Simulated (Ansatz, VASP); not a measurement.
**One calculation of InAs, two programs**

```
In As
1.0
     0.00000    3.04375    3.04375
     3.04375    0.00000    3.04375
     3.04375    3.04375    0.00000
In As
1 1
Direct
  0.00000 0.00000 0.00000
  0.25000 0.25000 0.25000
```

Alike in both runs: functional PBEsol; k mesh 11 × 11 × 11; occupations fermi-dirac, width 0.08 eV; no spin polarisation.

Ansatz relaxed the structure, and its values are those at the end. VASP's run is a single point on that final structure, the one shown.

```csv
,VASP,Ansatz
version,VASP 6.6.1,Ansatz 0.2.0
potentials or method,"VASP PAW PBE potentials, release 64 (In_d, As)","PAW with Ansatz's default frozen-core files, scalar-relativistic"
plane-wave cutoff (eV),520,420
valence electrons in the cell,18,28
```

|  | VASP | Ansatz | Ansatz less VASP |
| --- | --- | --- | --- |
| pressure (GPa) | 0.1 | 0.0 | -0.08 |

The functional is the same, so the differences come from potentials, cutoffs and numerics. The two sets of potentials don't hold the same shells in valence.

Caveats: the PAW data sets were made with another functional, which shifts forces and pressure a little (VASP).
